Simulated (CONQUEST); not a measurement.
# BP (F-43m) in CONQUEST: equation of state

How stiff is BP in PBEsol, and what volume does it want? The cell is scaled to several volumes.

Program: CONQUEST 1.3. These are calculated values, not measurements. Logs are shortened: lines on timing, memory, paths and dates and some standing lists are left out, and cuts for length are marked.

**Measured values to compare with.**

From “Equation of state of single-crystal cubic boron phosphide”, 2014, arxiv:1407.1677, for a bulk crystal of BP at 300 K: bulk modulus 179 ± 1 GPa.

The runs below are set against these values where they give the same quantity.

**1. Starting point**

Symmetry: F-43m, No. 216, cubic system. The conventional cell has a = 4.538 Å, b = 4.538 Å, c = 4.538 Å, α = 90.00°, β = 90.00°, γ = 90.00°. P (site symmetry -43m) has 4 B at 1.97 Å as nearest neighbours. B (site symmetry -43m) has 4 P at 1.97 Å as nearest neighbours.

**2. Equation of state, PBEsol, 10.98 Å³/atom (volume scaled by 0.94)**

File Conquest_input:

```
IO.Title BP
IO.Coordinates coords.dat
IO.FractionalAtomicCoords T
IO.Iprint 2
IO.Iprint_init 1
General.NumberOfSpecies 2
General.PseudopotentialType hamann
AtomMove.TypeOfRun static
AtomMove.FullStress T
Grid.PointsAlongX 32
Grid.PointsAlongY 32
Grid.PointsAlongZ 48
DM.SolutionMethod diagon
Diag.MPMesh T
Diag.GammaCentred T
Diag.MPMeshX 8
Diag.MPMeshY 8
Diag.MPMeshZ 6
Diag.kT 0.00183747
minE.SCTolerance 1e-6
SC.MaxIters 100
IO.AtomChargeOutput T
%block ChemicalSpeciesLabel
1 30.970 P
2 10.810 B
%endblock
```

File coords.dat:

```
    5.9400620086     0.0000000000     0.0000000000
    0.0000000000     5.9400620086     0.0000000000
    0.0000000000     0.0000000000     8.4005162539
4
  0.0000000000   0.5000000000   0.2500000000 1 T T T
  0.5000000000   0.0000000000   0.7500000000 1 T T T
  0.0000000000   0.0000000000   0.0000000000 2 T T T
  0.5000000000   0.5000000000   0.5000000000 2 T T T
```

Potentials or basis: PseudoDojo NC PBEsol, DZP, grid of 32 × 32 × 48 points.

Command:

```console
> OMP_NUM_THREADS=1 Conquest
```

The program printed:

```text
Simulation cell dimensions:     5.9401 a0 x     5.9401 a0 x     8.4005 a0

      Atomic coordinates (a0)
         Atom         X         Y         Z  Species
            1    0.0000    2.9700    2.1001        1
            2    2.9700    0.0000    6.3004        1
            3    0.0000    0.0000    0.0000        2
            4    2.9700    2.9700    4.2003        2

         Monkhorst-Pack mesh:   8 x   8 x   6 gamma-centred
        This calculation includes non-local pseudopotentials,
         with a maximum core radius of      6.81425162

    Job title: BP
    Job to be run: static calculation

[... 5 lines left out ...]
      Using Fermi-Dirac smearing

    Integration grid size:     32 x   32 x   48

    Integration grid spacing:  0.186 a0 x 0.186 a0 x 0.175 a0

    Number of species:  2
    --------------------------------------------------------
    |   #  mass (au)  Charge (e)  SF Rad (a0)  NSF  Label  |
    --------------------------------------------------------
    |   1     30.970       5.000        7.054   13  P      |
    |   2     10.810       3.000        7.054   13  B      |
    --------------------------------------------------------
          SCF tolerance:                 0.00000100
          SCF iterations:               100

    LibXC version:  6. 2. 2
    Using the GGA functional Perdew, Burke & Ernzerhof SOL
    Using the GGA functional Perdew, Burke & Ernzerhof SOL

           radial cut-off to be used is taken to be max PAO cut-off radius for this species:    6.725484

           greatest ang. mom. for making density from PAOs:  2

           radial cut-off to be used is taken to be max PAO cut-off radius for this species:    6.814252

           greatest ang. mom. for making density from PAOs:  2
    Minimum blocs/proc is      768. Maximum blocs/proc is      768
    set_atom_dens: In set_atomic_density, electrons :      16.000000000000
 matrix_size & matrix_size_padH =           52          52

    Screened ion int: energy:     -12.748295052697 Ha

    new_SC_potl: Starting.  Tolerance:  0.10000E-05

    PulayMixSC: Starting Pulay mixing, A_up =  0.500 A_dn =  0.500
    PulayMixSC: Spin non-polarised calculation.
          Harris-Foulkes Energy            :       -19.815345199578466 Ha
          (TS=0 as O(N) or entropic contribution is negligible)
          DFT Total Energy                 :       -19.709296747600561 Ha
          Total number of electrons        :        15.999999999999428
    PulayMixSC: Pulay iteration     1 residual:              0.10685E-01
          Harris-Foulkes Energy            :       -19.760183054329769 Ha
          (TS=0 as O(N) or entropic contribution is negligible)
          DFT Total Energy                 :       -19.756063609919210 Ha
          Total number of electrons        :        16.000004731386007
    PulayMixSC: Pulay iteration     2 residual:              0.32448E-02
          Harris-Foulkes Energy            :       -19.757370956554389 Ha
          (TS=0 as O(N) or entropic contribution is negligible)
          DFT Total Energy                 :       -19.756982292396156 Ha
          Total number of electrons        :        16.000005627727674
    PulayMixSC: Pulay iteration     3 residual:              0.12389E-02
          Harris-Foulkes Energy            :       -19.757061819363322 Ha
          (TS=0 as O(N) or entropic contribution is negligible)
          DFT Total Energy                 :       -19.757055765584678 Ha
          Total number of electrons        :        16.000005950086468
    PulayMixSC: Pulay iteration     4 residual:              0.13967E-03
          Harris-Foulkes Energy            :       -19.757056929410595 Ha
          (TS=0 as O(N) or entropic contribution is negligible)
          DFT Total Energy                 :       -19.757056879480068 Ha
          Total number of electrons        :        16.000005694258622
    PulayMixSC: Pulay iteration     5 residual:              0.85899E-05
          Harris-Foulkes Energy            :       -19.757056901789223 Ha
          (TS=0 as O(N) or entropic contribution is negligible)
          DFT Total Energy                 :       -19.757056898845939 Ha
          Total number of electrons        :        16.000005684160133
    PulayMixSC: Pulay iteration     6 residual:              0.19377E-05
          Harris-Foulkes Energy            :       -19.757056899883143 Ha
          (TS=0 as O(N) or entropic contribution is negligible)
          DFT Total Energy                 :       -19.757056899881555 Ha
          Total number of electrons        :        16.000005692703986
    PulayMixSC: Pulay iteration     7 residual:              0.48244E-07
    PulayMixSC: Reached SCF tolerance of  0.48244E-07 after      7 iterations
      | Number of electrons      =        16.000006
      |* band energy as 2Tr[K.H] =        -7.512072496501319 Ha
      |  screened ion-ion energy =       -12.748295052696591 Ha
      |  Ha correction           =        -0.379964919607966 Ha
      |  XC correction           =         0.883276146184898 Ha
      |* Harris-Foulkes energy   =       -19.757056899883143 Ha
      |* DFT total energy        =       -19.757056899881555 Ha
      |  estimated accuracy      =        -0.000000000001588 Ha

    force: Forces on atoms (Ha/a0)
    force:  Atom   X              Y              Z
    force:     1   0.0000000000   0.0000000000   0.0000000000
    force:     2   0.0000000000   0.0000000000   0.0000000000
    force:     3  -0.0000000000  -0.0000000000  -0.0000000000
    force:     4  -0.0000000000   0.0000000000   0.0000000000

    force: Maximum force :        0.00000000(Ha/a0) on atom         4 in z direction
    force: Force Residual:        0.00000000 Ha/a0
    force: Total stress:        -12.12392173     0.00000000     0.00000000 GPa
                             0.00000000   -12.12392173     0.00000000
                             0.00000000     0.00000000   -12.08476939
    force: Average pressure:     12.11087095 GPa

    force: Finished force
    get_E_and_F: Change in energy during last step of electronic optimisation:  0.19061E-08

    BIBLIOGRAPHY: Please consider citing the following references in the conquest.bib file

    CONQUEST:         Bowler2002pt, Miyazaki2004, Nakata2020
    Basis:            Bowler2019
    DM:               Bowler:2006xr
    Pseudopotentials: Hamann2013, Bowler2019
    XC references from LibXC:
```

Run time: 1.8 min. Hardware: 1 thread of Intel Xeon Platinum 8259CL at 2.50GHz (Skylake/Cascade Lake), shared host; peak memory 0.54 GiB.

Results:

```
Free energy            : -537.6169 eV
Pressure               : 12.1 GPa
Band gap on the k mesh : 1.04 eV
Mulliken charges       : P +0.19; B -0.19 e
```

Caveat: Mulliken charges move with the basis; the basis of atomic orbitals isn't converged, which shifts pressures, moduli and gaps.

**3. Equation of state, PBEsol, 11.21 Å³/atom (volume scaled by 0.96)**

Conquest_input is that of step 2.

File coords.dat:

```
    5.9818948093     0.0000000000     0.0000000000
    0.0000000000     5.9818948093     0.0000000000
    0.0000000000     0.0000000000     8.4596767681
4
  0.0000000000   0.5000000000   0.2500000000 1 T T T
  0.5000000000   0.0000000000   0.7500000000 1 T T T
  0.0000000000   0.0000000000   0.0000000000 2 T T T
  0.5000000000   0.5000000000   0.5000000000 2 T T T
```

Potentials or basis: PseudoDojo NC PBEsol, DZP, grid of 32 × 32 × 48 points.

Command:

```console
> OMP_NUM_THREADS=1 Conquest
```

Wall time 1.7 min (1 thread of Intel Xeon Platinum 8259CL at 2.50GHz (Skylake/Cascade Lake), shared host); peak memory 0.52 GiB.

The run converged. Its results:

* Free energy: -537.6755 eV
* Pressure: 8.0 GPa
* Band gap on the k mesh: 1.06 eV
* Mulliken charges: P +0.17; B -0.17 e

Caveat: Mulliken charges move with the basis; the basis of atomic orbitals isn't converged, which shifts pressures, moduli and gaps.

**4. Equation of state, PBEsol, 11.45 Å³/atom (volume scaled by 0.98)**

Conquest_input is that of step 3.

File coords.dat:

```
    6.0231505600     0.0000000000     0.0000000000
    0.0000000000     6.0231505600     0.0000000000
    0.0000000000     0.0000000000     8.5180212103
4
  0.0000000000   0.5000000000   0.2500000000 1 T T T
  0.5000000000   0.0000000000   0.7500000000 1 T T T
  0.0000000000   0.0000000000   0.0000000000 2 T T T
  0.5000000000   0.5000000000   0.5000000000 2 T T T
```

Command:

```console
> OMP_NUM_THREADS=1 Conquest
```

Run time: 99 s. Hardware: 1 thread of Intel Xeon Platinum 8259CL at 2.50GHz (Skylake/Cascade Lake), shared host; peak memory 0.52 GiB.

It converged, with:

```yaml
Free_energy: -537.7111 eV
Pressure: 4.2 GPa
Band_gap_on_the_k_mesh: 1.09 eV
Mulliken_charges: P +0.15; B -0.15 e
```

Caveat: Mulliken charges move with the basis; the basis of atomic orbitals isn't converged, which shifts pressures, moduli and gaps; the real-space grid breaks the cell's symmetry a little.

**5. Equation of state, PBEsol, 11.68 Å³/atom**

Conquest_input is that of step 4.

File coords.dat:

```
    6.0638487578     0.0000000000     0.0000000000
    0.0000000000     6.0638487578     0.0000000000
    0.0000000000     0.0000000000     8.5755771536
4
  0.0000000000   0.5000000000   0.2500000000 1 T T T
  0.5000000000   0.0000000000   0.7500000000 1 T T T
  0.0000000000   0.0000000000   0.0000000000 2 T T T
  0.5000000000   0.5000000000   0.5000000000 2 T T T
```

Command:

```console
> OMP_NUM_THREADS=1 Conquest
```

Wall time 93 s (1 thread of Intel Xeon Platinum 8259CL at 2.50GHz (Skylake/Cascade Lake), shared host); peak memory 0.49 GiB.

It converged, with:

| Quantity | Value |
| --- | --- |
| Free energy | -537.7257 eV |
| Pressure | 0.9 GPa |
| Band gap on the k mesh | 1.11 eV |
| Mulliken charges | P +0.13; B -0.13 e |

Caveat: Mulliken charges move with the basis; the basis of atomic orbitals isn't converged, which shifts pressures, moduli and gaps.

**6. Equation of state, PBEsol, 11.92 Å³/atom (volume scaled by 1.02)**

Conquest_input is that of step 5.

File coords.dat:

```
    6.1040078670     0.0000000000     0.0000000000
    0.0000000000     6.1040078670     0.0000000000
    0.0000000000     0.0000000000     8.6323707104
4
  0.0000000000   0.5000000000   0.2500000000 1 T T T
  0.5000000000   0.0000000000   0.7500000000 1 T T T
  0.0000000000   0.0000000000   0.0000000000 2 T T T
  0.5000000000   0.5000000000   0.5000000000 2 T T T
```

Potentials or basis: PseudoDojo NC PBEsol, DZP, grid of 32 × 32 × 48 points.

Command:

```console
> OMP_NUM_THREADS=1 Conquest
```

The program printed:

```text
Simulation cell dimensions:     6.1040 a0 x     6.1040 a0 x     8.6324 a0

      Atomic coordinates (a0)
         Atom         X         Y         Z  Species
            1    0.0000    3.0520    2.1581        1
            2    3.0520    0.0000    6.4743        1
            3    0.0000    0.0000    0.0000        2
            4    3.0520    3.0520    4.3162        2

         Monkhorst-Pack mesh:   8 x   8 x   6 gamma-centred
        This calculation includes non-local pseudopotentials,
         with a maximum core radius of      6.81425162

    Job title: BP
    Job to be run: static calculation

[... 5 lines left out ...]
      Using Fermi-Dirac smearing

    Integration grid size:     32 x   32 x   48

    Integration grid spacing:  0.191 a0 x 0.191 a0 x 0.180 a0

    Number of species:  2
    --------------------------------------------------------
[... 59 lines left out ...]
          Harris-Foulkes Energy            :       -19.760882005198834 Ha
          (TS=0 as O(N) or entropic contribution is negligible)
          DFT Total Energy                 :       -19.760882005197747 Ha
          Total number of electrons        :        16.000021937882345
    PulayMixSC: Pulay iteration     7 residual:              0.40411E-07
    PulayMixSC: Reached SCF tolerance of  0.40411E-07 after      7 iterations
      | Number of electrons      =        16.000022
      |* band energy as 2Tr[K.H] =        -7.242561562008685 Ha
      |  screened ion-ion energy =       -13.024142436820323 Ha
      |  Ha correction           =        -0.345866439262178 Ha
      |  XC correction           =         0.851688790668989 Ha
      |* Harris-Foulkes energy   =       -19.760882005198834 Ha
      |* DFT total energy        =       -19.760882005197747 Ha
      |  estimated accuracy      =        -0.000000000001087 Ha

    force: Forces on atoms (Ha/a0)
    force:  Atom   X              Y              Z
    force:     1  -0.0000000000   0.0000000000  -0.0000000000
    force:     2   0.0000000000  -0.0000000000   0.0000000000
    force:     3  -0.0000000000   0.0000000000   0.0000000000
    force:     4   0.0000000000   0.0000000000   0.0000000000

    force: Maximum force :        0.00000000(Ha/a0) on atom         3 in z direction
    force: Force Residual:        0.00000000 Ha/a0
    force: Total stress:          2.35385537     0.00000000     0.00000000 GPa
                             0.00000000     2.35385537     0.00000000
                             0.00000000     0.00000000     2.40075194
    force: Average pressure:     -2.36948756 GPa

    force: Finished force
    get_E_and_F: Change in energy during last step of electronic optimisation:  0.20660E-08

    BIBLIOGRAPHY: Please consider citing the following references in the conquest.bib file

    CONQUEST:         Bowler2002pt, Miyazaki2004, Nakata2020
    Basis:            Bowler2019
    DM:               Bowler:2006xr
    Pseudopotentials: Hamann2013, Bowler2019
    XC references from LibXC:
```

It took 96 s on 1 thread of Intel Xeon Platinum 8259CL at 2.50GHz (Skylake/Cascade Lake), shared host; peak memory 0.5 GiB.

What came out:

```yaml
Free_energy: -537.7210 eV
Pressure: -2.4 GPa
Band_gap_on_the_k_mesh: 1.14 eV
Mulliken_charges: P +0.11; B -0.11 e
```

Caveat: Mulliken charges move with the basis; the basis of atomic orbitals isn't converged, which shifts pressures, moduli and gaps.

**7. Equation of state, PBEsol, 12.15 Å³/atom (volume scaled by 1.04)**

Conquest_input is that of step 6.

File coords.dat:

```
    6.1436453923     0.0000000000     0.0000000000
    0.0000000000     6.1436453923     0.0000000000
    0.0000000000     0.0000000000     8.6884266362
4
  0.0000000000   0.5000000000   0.2500000000 1 T T T
  0.5000000000   0.0000000000   0.7500000000 1 T T T
  0.0000000000   0.0000000000   0.0000000000 2 T T T
  0.5000000000   0.5000000000   0.5000000000 2 T T T
```

Command:

```console
> OMP_NUM_THREADS=1 Conquest
```

Run time: 98 s. Hardware: 1 thread of Intel Xeon Platinum 8259CL at 2.50GHz (Skylake/Cascade Lake), shared host; peak memory 0.49 GiB.

It converged, with:

```
Free energy            : -537.6982 eV
Pressure               : -5.3 GPa
Band gap on the k mesh : 1.16 eV
Mulliken charges       : P +0.10; B -0.10 e
```

Caveat: Mulliken charges move with the basis; the basis of atomic orbitals isn't converged, which shifts pressures, moduli and gaps.

**8. Equation of state, PBEsol, 12.38 Å³/atom (volume scaled by 1.06)**

Conquest_input is that of step 7.

File coords.dat:

```
    6.1827779468     0.0000000000     0.0000000000
    0.0000000000     6.1827779468     0.0000000000
    0.0000000000     0.0000000000     8.7437684255
4
  0.0000000000   0.5000000000   0.2500000000 1 T T T
  0.5000000000   0.0000000000   0.7500000000 1 T T T
  0.0000000000   0.0000000000   0.0000000000 2 T T T
  0.5000000000   0.5000000000   0.5000000000 2 T T T
```

Command:

```console
> OMP_NUM_THREADS=1 Conquest
```

It took 98 s on 1 thread of Intel Xeon Platinum 8259CL at 2.50GHz (Skylake/Cascade Lake), shared host; peak memory 0.48 GiB.

Results (log left out):

| Quantity | Value |
| --- | --- |
| Free energy | -537.6597 eV |
| Pressure | -7.8 GPa |
| Band gap on the k mesh | 1.19 eV |
| Mulliken charges | P +0.09; B -0.09 e |

Caveat: Mulliken charges move with the basis; the basis of atomic orbitals isn't converged, which shifts pressures, moduli and gaps.

**9. Equation of state, PBEsol**

Potentials or basis: PseudoDojo NC PBEsol, DZP, grid of 32 × 32 × 48 points.

This step only gathers the single runs of the series.

What came out:

- Equilibrium volume: 11.74 Å³/atom
- Bulk modulus: 163 GPa
- Pressure derivative of the bulk modulus: 3.4

Energy against volume, from the lowest point:
```
volume (Å³/atom)  energy (meV/atom)
          10.981              27.20
          11.214              12.54
          11.448               3.65
          11.682               0.00
          11.915               1.18
          12.149               6.88
          12.383              16.51
```

Caveat: the DZP basis gives volumes some 2 % larger than converged bases do, and moduli off by several per cent; the basis of atomic orbitals isn't converged, which shifts pressures, moduli and gaps.

**10. Against experiment**

Step 9. Measured bulk modulus of BP: 179 GPa (300 K; “Equation of state of single-crystal cubic boron phosphide”, 2014, arxiv:1407.1677). This calculation gives 163 GPa (-9.0 %). 3 values of this kind are on record (173 to 179 GPa); this one was drawn at random among those near their median, those with a stated uncertainty first. The fit is for a static lattice scaled at fixed shape and fixed fractional positions.
